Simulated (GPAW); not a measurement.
# Bi2TeSe2 (Skippenite) (R-3m) in GPAW: settings compared

One crystal, Bi2TeSe2 (Skippenite), is run at these levels: r2SCAN, TB-mBJ; tasks: band structure, single point.

Program: GPAW 26.7.0. These are calculated values, not measurements. Logs are shortened: lines on timing, memory, paths and dates and some standing lists are left out, and cuts for length are marked. The log counts tension as positive stress, the text compression.

## 1. Starting point

Symmetry: R-3m, No. 166, trigonal system. Conventional cell: a = 4.183 Å, b = 4.183 Å, c = 29.137 Å, α = 90.00°, β = 90.00°, γ = 120.00°. Around Bi (site symmetry 3m) lie 3 Se at 2.93 Å and 3 Te at 3.06 Å. Te (site symmetry -3m) is surrounded by 6 Bi at 3.06 Å. Se (site symmetry 3m) is surrounded by 3 Bi at 2.93 Å.

## 2. Band structure, r2SCAN

run.py

```python
from ase import Atoms
from ase.dft.bandgap import bandgap
from ase.io import write
from ase.units import GPa
from ase.parallel import parprint
from gpaw import GPAW, PW

atoms = Atoms(['Bi', 'Bi', 'Te', 'Se', 'Se'],
              cell=[[2.0915, 1.207528088, 9.7123333333],
                    [-2.0915, 1.207528088, 9.7123333333],
                    [0.0, -2.415056176, 9.7123333333]],
              scaled_positions=[[0.60194, 0.60194, 0.60194],
                                [0.39806, 0.39806, 0.39806],
                                [0.0, 0.0, 0.0],
                                [0.7884, 0.7884, 0.7884],
                                [0.2116, 0.2116, 0.2116]],
              pbc=True)

calc = GPAW(mode=PW(600),
            xc='MGGA_X_R2SCAN+MGGA_C_R2SCAN',
            kpts={'size': (5, 5, 5), 'gamma': True},
            occupations={'name': 'fermi-dirac', 'width': 0.05},
            nbands=39,
            convergence={'density': 1e-05, 'energy': 1e-05},
            maxiter=150,
            txt='gpaw.txt')
atoms.calc = calc
energy = atoms.get_potential_energy()
forces = atoms.get_forces()
stress = atoms.get_stress()
calc.write('gs.gpw')
write('result.traj', atoms)
parprint(f'Energy: {energy:.6f} eV')
parprint('Forces (eV/A):')
parprint(forces.round(4))
parprint('Stress (GPa):', (stress / GPa).round(3))
parprint('Fermi level:', round(calc.get_fermi_level(), 4), 'eV')
parprint(f'Gap: {bandgap(calc)[0]:.4f} eV, direct: {bandgap(calc, direct=True)[0]:.4f} eV')

path = atoms.cell.bandpath('GLB1,BZGX,QFP1Z,LP', npoints=80, eps=1e-4)
bs_calc = calc.fixed_density(kpts=path, symmetry='off', nbands=64,
                             convergence={'bands': 'CBM+6.0', 'eigenstates': 1e-6}, txt='bands.txt')
bs = bs_calc.band_structure()
bs.write('bs.json')
parprint(f'Gap on the path: {bandgap(bs_calc)[0]:.4f} eV')
```

Potentials or basis: GPAW PAW data sets (gpaw-data 1.2.1), pw.

Run with:

```sh
$ OMP_NUM_THREADS=1 mpirun -n 4 gpaw python run.py
```

gpaw.txt:

```text
__  _  _
 | _ |_)|_||  |
 |__||  | ||/\| - 26.7.0

Input parameters:
  mode=PW(ecut=600.0),
  convergence={'density': 1e-05, 'energy': 1e-05},
  kpts=MonkhorstPack(size=(5, 5, 5), gamma=True),
  maxiter=150,
  nbands=39,
  occupations=Occupations(name='fermi-dirac', width=0.05),
  xc=XC(name='MGGA_X_R2SCAN+MGGA_C_R2SCAN')

Diagonalizing LCAO Hamiltonian
Converting LCAO to pw mode

       Se

       Bi

       Bi

       Se

       Te

Atoms  # Å, Bohr magnetons
|   | symbol |         x |         y |         z |    initial magnetic moments |
|---|--------|-----------|-----------|-----------|-----------------------------|
| 0 |     Bi |  0.000000 | -0.000000 | 17.538726 | ( 0.0000,  0.0000,  0.0000) |
| 1 |     Bi |  0.000000 | -0.000000 | 11.598274 | ( 0.0000,  0.0000,  0.0000) |
| 2 |     Te |  0.000000 |  0.000000 |  0.000000 | ( 0.0000,  0.0000,  0.0000) |
| 3 |     Se |  0.000000 |  0.000000 | 22.971611 | ( 0.0000,  0.0000,  0.0000) |
| 4 |     Se | -0.000000 |  0.000000 |  6.165389 | ( 0.0000,  0.0000,  0.0000) |

Unit cell  # Å
| periodic |         x |         y |        z |   lengths |    angles |
|----------|-----------|-----------|----------|-----------|-----------|
|      yes |  2.091500 |  1.207528 | 9.712333 | 10.008092 | 24.125272 |
|      yes | -2.091500 |  1.207528 | 9.712333 | 10.008092 | 24.125272 |
|      yes |  0.000000 | -2.415056 | 9.712333 | 10.008092 | 24.125272 |

Number of symmetries: 12
Symmetry operations  # r_c * U_cc + t_c -> r_c
|    | kind |            matrix            |
|----|------|------------------------------|
|  0 |  E   |  1, 0, 0,  0, 1, 0,  0, 0, 1 |
|  1 |  σ   |  1, 0, 0,  0, 0, 1,  0, 1, 0 |
|  2 |  σ   |  0, 1, 0,  1, 0, 0,  0, 0, 1 |
|  3 |  C3  |  0, 1, 0,  0, 0, 1,  1, 0, 0 |
|  4 |  C3  |  0, 0, 1,  1, 0, 0,  0, 1, 0 |
|  5 |  σ   |  0, 0, 1,  0, 1, 0,  1, 0, 0 |
|  6 |  C2  |  0, 0,-1,  0,-1, 0, -1, 0, 0 |
|  7 |  S6  |  0, 0,-1, -1, 0, 0,  0,-1, 0 |
|  8 |  S6  |  0,-1, 0,  0, 0,-1, -1, 0, 0 |
|  9 |  C2  |  0,-1, 0, -1, 0, 0,  0, 0,-1 |
| 10 |  C2  | -1, 0, 0,  0, 0,-1,  0,-1, 0 |
| 11 |  i   | -1, 0, 0,  0,-1, 0,  0, 0,-1 |

BZ-sampling:
  Number of BZ points: 125
  Number of IBZ points: 19

  Monkhorst-Pack size: [5, 5, 5]
  Monkhorst-Pack shift: [0, 0, 0]

K-points  # in reciprocal-cell coordinates
|     |                                coordinates |     weight |
|-----|--------------------------------------------|------------|
|   0 | (  0.00000000,   0.00000000,   0.00000000) | 0.00800000 |
|   1 | (  0.20000000,   0.00000000,  -0.20000000) | 0.04800000 |
|   2 | (  0.20000000,   0.00000000,   0.00000000) | 0.04800000 |
|   3 | (  0.20000000,   0.20000000,  -0.20000000) | 0.04800000 |
|   4 | (  0.20000000,   0.20000000,   0.00000000) | 0.04800000 |
|   5 | (  0.20000000,   0.20000000,   0.20000000) | 0.01600000 |
|   6 | (  0.40000000,  -0.20000000,  -0.20000000) | 0.04800000 |
|   7 | (  0.40000000,   0.00000000,  -0.40000000) | 0.04800000 |
|   8 | (  0.40000000,   0.00000000,  -0.20000000) | 0.09600000 |
|   9 | (  0.40000000,   0.00000000,   0.00000000) | 0.04800000 |
| ... |                                            |            |
|  18 | (  0.40000000,   0.40000000,   0.40000000) | 0.01600000 |

Plane wave coefficients: 4943
Cutoff: 600.0 eV

Spin-components: 1 (collinear spins)
Bands:           39
Projectors:      27
Spin-degeneracy: 2
Datatype:        complex128

Parallelization:
  kpt:    4
  domain: 1
  band:   1

Density:
  Valence electrons: 48.0
  Components: 1
  Grid points: [60 60 60]
  Charge: 0.0  # |e|

Potential:
  Grid points: [60 60 60]

species:
  Bi:
    name:    Bismuth
    Z:       83.0
    valence: 15
    core:    68
    charge:  0.0  # [|e|]
    compensation charges:
      type: gauss
      rc: 0.38  # [Å]
      lmax: 2
    cutoffs:
      filter: 2.23  # [Å]
      core: 2.33  # [Å]
    projectors
    | kind |    occ | energy [eV] | rcut [Å] |
    |------|--------|-------------|----------|
    |   6s |  2.000 |     -14.385 |    1.286 |
    |   6p |  3.000 |      -4.580 |    1.275 |
    |   5d | 10.000 |     -27.119 |    1.349 |
    |    s |        |      12.827 |    1.286 |
    |    p |        |      22.631 |    1.275 |
    |    d |        |       0.093 |    1.349 |

    Using partial waves for Bi as LCAO basis

  Te:
    name:    Tellurium
    Z:       52.0
    valence: 6
    core:    46
    charge:  0.0  # [|e|]
    compensation charges:
      type: gauss
      rc: 0.36  # [Å]
      lmax: 2
    cutoffs:
      filter: 2.09  # [Å]
      core: 3.17  # [Å]
    projectors
    | kind |    occ | energy [eV] | rcut [Å] |
    |------|--------|-------------|----------|
    |   5s |  2.000 |     -15.089 |    1.180 |
    |   5p |  4.000 |      -5.955 |    1.196 |
    |    s |        |      12.123 |    1.180 |
    |    p |        |      21.256 |    1.196 |
    |    d |        |       0.000 |    1.238 |

    Using partial waves for Te as LCAO basis

  Se:
    name:    Selenium
    Z:       34.0
    valence: 6
    core:    28
    charge:  0.0  # [|e|]
    compensation charges:
      type: gauss
      rc: 0.27  # [Å]
      lmax: 2
    cutoffs:
      filter: 1.77  # [Å]
      core: 2.67  # [Å]
    projectors
    | kind |    occ | energy [eV] | rcut [Å] |
    |------|--------|-------------|----------|
    |   4s |  2.000 |     -17.277 |    0.847 |
    |   4p |  4.000 |      -6.512 |    1.005 |
    |    s |        |       9.935 |    0.847 |
    |    p |        |      20.699 |    1.005 |
    |    d |        |       0.000 |    0.847 |

    Using partial waves for Se as LCAO basis

Reference energy: -1486694.513600  # eV

eigensolver:
  PPCG
  Converge bands: occupied
  niter=2

density mixing:
  MSR1-Mixer
  Pratt-step length: 0.05
  Maximum mixing coefficient: 0.75
  Old densities: 10
  SVD Regularization: 0.005
  Good broyden scale: 1.0
  Trust region scale: 1.0
  Backstep threshold: 4.0
  History deletion threshold: 6.0
  Fourier metric: weight=20.0, sigma=0.015

occupation numbers:
  Fermi-Dirac:
    width: 0.0500  # eV

poisson solver:
  ecut: 4800.0  # eV

xc functional:
  name: MGGA_X_R2SCAN+MGGA_C_R2SCAN with 2 nearest neighbor stencil

convergence criteria:
[... 6 lines left out ...]
|iter     | |      energy | eigst |  dens |
|---------|-|-------------|-------|-------|
|iter:   1| |  -97.530235 | +0.12 |       |
|iter:   2| |  -88.533455 | -1.52 | -1.20 |
|iter:   3| |  -88.247850 | -2.42 | -1.26 |
|iter:   4| |  -88.289753 | -2.73 | -1.59 |
|iter:   5| |  -88.311771 | -3.23 | -2.00 |
|iter:   6| |  -88.313705 | -4.06 | -2.45 |
|iter:   7| |  -88.313804 | -5.13 | -3.16 |
|iter:   8| |  -88.313812c| -6.03 | -3.63 |
|iter:   9| |  -88.313811c| -7.50c| -4.23 |
|iter:  10| |  -88.313811c| -7.78c| -4.83 |
|iter:  11| |  -88.313811c| -8.30c| -5.43c|

Converged in 11 steps
Energy contributions relative to reference atoms: (reference = -1486694.513600)

Energy contributions:
  Kinetic:          69.976407
  Coulomb:         -64.694577
  Zero:             -3.077298
  External:          0.000000
  Xc:              -90.518338
  Entropy:          -0.000011
  Spinorbit:         0.000000
  ----------------------------
  Free energy:     -88.313817
  Extrapolated:    -88.313811

dipole moment: (0.000000, 0.000000, -123.721177)  # |e|*Ang

Fermi level: 6.338
Eigenvalues  # (at kpt = [0.000, 0.000, 0.000])
| band index |      eig [eV] | occ [0-2] |
|------------|---------------|-----------|
|          0 |       -18.173 |     2.000 |
|        ... |               |           |
|         16 |         3.832 |     2.000 |
|         17 |         3.832 |     2.000 |
|         18 |         3.920 |     2.000 |
|         19 |         4.249 |     2.000 |
|         20 |         4.249 |     2.000 |
|         21 |         4.847 |     2.000 |
[... 8 lines left out ...]
|         30 |        11.745 |     0.000 |
|         31 |        12.547 |     0.000 |
|        ... |               |           |
|         38 |        14.734 |     0.000 |

Gap: 0.730 eV
Transition (v -> c):
  (s=0, k=0, n=23, [0.00, 0.00, 0.00]) -> (s=0, k=0, n=24, [0.00, 0.00, 0.00])
No difference between direct/indirect transitions

Forces  # eV/Ang
|        x |        y |        z |
|----------|----------|----------|
|  0.00000 |  0.00000 | -2.00080 |  # Bi   0
| -0.00000 |  0.00000 |  2.00080 |  # Bi   1
|  0.00000 |  0.00000 |  0.00000 |  # Te   2
|  0.00000 |  0.00000 | -0.71769 |  # Se   3
|  0.00000 | -0.00000 |  0.71769 |  # Se   4

Stress tensor  # eV/Ang^3
|         x |         y |         z |
|-----------|-----------|-----------|
| -0.022076 | -0.000000 | -0.000000 |
| -0.000000 | -0.022076 | -0.000000 |
| -0.000000 | -0.000000 | -0.024628 |

# Writing to gs.gpw (mode='')
```

Wall time 18 min (4 MPI ranks of Arm Neoverse V2, shared host); peak memory 0.91 GiB.

What came out:

```yaml
Free_energy: -88.3138 eV
Pressure: 3.7 GPa
Largest_force: 2.001 eV/Å
Band_gap_on_the_k_mesh: 0.73 eV, direct
Band_gap_along_the_path: 0.73 eV, direct
```

Forces on the atoms (eV/Å):
```
Bi   0.000  0.000 -2.001
Bi   0.000  0.000  2.001
Te   0.000  0.000  0.000
Se   0.000  0.000 -0.718
Se   0.000  0.000  0.718
```

Levels at the corners of the path, in eV from the valence-band top:
| point | band 22 | band 23 | band 24 | band 25 | band 26 | band 27 |
| --- | --- | --- | --- | --- | --- | --- |
| Γ | -1.12 | -1.12 | 0.00 | 0.73 | 1.05 | 1.05 |
| L | -2.24 | -1.18 | -0.53 | 1.10 | 1.54 | 2.89 |
| B1 | -1.94 | -1.03 | -0.72 | 1.85 | 2.00 | 2.72 |
| B | -1.94 | -1.03 | -0.72 | 1.85 | 2.00 | 2.72 |
| Z | -1.38 | -1.26 | -0.43 | 1.15 | 1.31 | 1.31 |
| Γ | -1.12 | -1.12 | 0.00 | 0.73 | 1.05 | 1.05 |
| X | -1.78 | -1.21 | -0.68 | 1.76 | 2.38 | 2.49 |
| Q | -1.78 | -1.21 | -0.68 | 1.76 | 2.38 | 2.49 |
| F | -1.82 | -1.70 | -0.98 | 1.50 | 2.00 | 2.13 |
| P1 | -1.53 | -1.41 | -1.09 | 1.67 | 1.86 | 1.95 |
| Z | -1.38 | -1.26 | -0.43 | 1.15 | 1.31 | 1.31 |
| L | -2.24 | -1.18 | -0.53 | 1.10 | 1.54 | 2.89 |
| P | -1.53 | -1.41 | -1.09 | 1.67 | 1.86 | 1.95 |

Caveat: the PAW data sets were made with another functional, which shifts forces and pressure a little; spin-orbit coupling is left out, which as a rule narrows the gap of such compounds by several tenths of an eV; the program warned that so skewed a cell can give wrong results.

## 3. Single point, TB-mBJ

run.py

```python
from ase import Atoms
from ase.dft.bandgap import bandgap
from ase.io import write
from ase.parallel import parprint
from gpaw import GPAW, PW

atoms = Atoms(['Bi', 'Bi', 'Te', 'Se', 'Se'],
              cell=[[2.0915, 1.207528088, 9.7123333333],
                    [-2.0915, 1.207528088, 9.7123333333],
                    [0.0, -2.415056176, 9.7123333333]],
              scaled_positions=[[0.60194, 0.60194, 0.60194],
                                [0.39806, 0.39806, 0.39806],
                                [0.0, 0.0, 0.0],
                                [0.7884, 0.7884, 0.7884],
                                [0.2116, 0.2116, 0.2116]],
              pbc=True)

calc = GPAW(mode=PW(600),
            xc='TB09',
            kpts={'size': (6, 6, 6), 'gamma': True},
            occupations={'name': 'fermi-dirac', 'width': 0.05},
            nbands=39,
            convergence={'density': 1e-05, 'energy': 1e-05},
            eigensolver='cg',
            maxiter=150,
            txt='gpaw.txt')
atoms.calc = calc
energy = atoms.get_potential_energy()
calc.write('gs.gpw')
write('result.traj', atoms)
parprint('Fermi level:', round(calc.get_fermi_level(), 4), 'eV')
parprint(f'Gap: {bandgap(calc)[0]:.4f} eV, direct: {bandgap(calc, direct=True)[0]:.4f} eV')
```

Potentials or basis: GPAW PAW data sets for LDA (gpaw-data 1.2.1), pw.

Run with:

```sh
$ OMP_NUM_THREADS=1 mpirun -n 4 gpaw python run.py
```

gpaw.txt:

```text
___ ___ ___ _ _ _
 |   |   |_  | | | |
 | | | | | . | | | |
 |__ |  _|___|_____|  26.7.0
 |___|_|

Input parameters:
  convergence: {density: 1e-05,
                energy: 1e-05}
  eigensolver: cg
  kpts: {gamma: True,
         size: (6, 6, 6)}
  maxiter: 150
  mode: {ecut: 600.0,
         name: pw}
  nbands: 39
  occupations: {name: fermi-dirac,
                width: 0.05}
  xc: TB09

System changes: positions, numbers, cell, pbc, initial_charges, initial_magmoms

Initialize ...

species:
  Bi:
    name:    Bismuth
    Z:       83.0
    valence: 15
    core:    68
    charge:  0.0  # [|e|]
    compensation charges:
      type: gauss
      rc: 0.38  # [Å]
      lmax: 2
    cutoffs:
      filter: 2.23  # [Å]
      core: 2.33  # [Å]
    projectors
    | kind |    occ | energy [eV] | rcut [Å] |
    |------|--------|-------------|----------|
    |   6s |  2.000 |     -14.665 |    1.286 |
    |   6p |  3.000 |      -4.777 |    1.275 |
    |   5d | 10.000 |     -27.225 |    1.349 |
    |    s |        |      12.546 |    1.286 |
[... 184 lines left out ...]
iter:  11 30056.947807   -2.23  -1.73
[... 23 lines left out ...]
iter:  35 30058.241967   -5.62  -3.48
iter:  36 30058.234266   -5.70  -4.12
iter:  37 30058.230361   -6.10  -4.46
iter:  38 30058.235526   -5.80  -4.38
iter:  39 30058.233169   -5.87  -4.30
iter:  40 30058.238213   -5.97  -4.22
iter:  41 30058.235226   -5.95  -4.14
iter:  42 30058.231760   -5.86  -4.83
iter:  43 30058.233720   -6.40  -4.75
iter:  44 30058.234742   -6.88  -4.67
iter:  45 30058.234703   -7.64c -4.59
iter:  46 30058.234587c  -8.86c -4.51
iter:  47 30058.234455c  -8.58c -4.44
iter:  48 30058.234269c  -8.59c -4.54
iter:  49 30058.233926   -8.56c -4.60
iter:  50 30058.233963c  -8.78c -4.80
iter:  51 30058.233994c  -9.10c -4.67
iter:  52 30058.233971c  -9.38c -4.71
iter:  53 30058.233954c  -9.41c -4.69
iter:  54 30058.233756c  -8.60c -4.69
iter:  55 30058.233886c  -8.44c -5.12c

Converged after 55 iterations.

Dipole moment: (0.000000, -0.000000, -0.000000) |e|*Ang

Energy contributions relative to reference atoms: (reference = -1485748.538774)

Kinetic:        +45.592742
Potential:      -38.573520
External:        +0.000000
XC:            +30056.003188
Entropy (-ST):   -0.000002
Local:           -4.788523
SIC:             +0.000000
--------------------------
Free energy:   +30058.233885
Extrapolated:  +30058.233886

Showing only first 2 kpts
 Kpt  Band  Eigenvalues  Occupancy
  0    22      5.03958    2.00000
  0    23      6.15447    1.99967
  0    24      7.02254    0.00035
  0    25      7.26220    0.00000

  1    22      5.52969    2.00000
  1    23      5.58726    2.00000
  1    24      7.39826    0.00000
  1    25      8.10368    0.00000

Fermi level: 6.58953

Gap: 0.868 eV
Transition (v -> c):
  (s=0, k=0, n=23, [0.00, 0.00, 0.00]) -> (s=0, k=0, n=24, [0.00, 0.00, 0.00])
No difference between direct/indirect transitions
Writing to gs.gpw (mode='')
```

stdout:

```text
Fermi level: 6.5895 eV
Gap: 0.8681 eV, direct: 0.8681 eV
```

It took 9.3 min on 4 MPI ranks of Arm Neoverse V2, shared host; peak memory 0.75 GiB.

Results:

```yaml
Band_gap_on_the_k_mesh: 0.87 eV, direct
```

Caveat: a model potential gives levels but no total energy; the PAW data sets were made with another functional, which shifts forces and pressure a little; spin-orbit coupling is left out, which as a rule narrows the gap of such compounds by several tenths of an eV. A k mesh can miss the band edges.
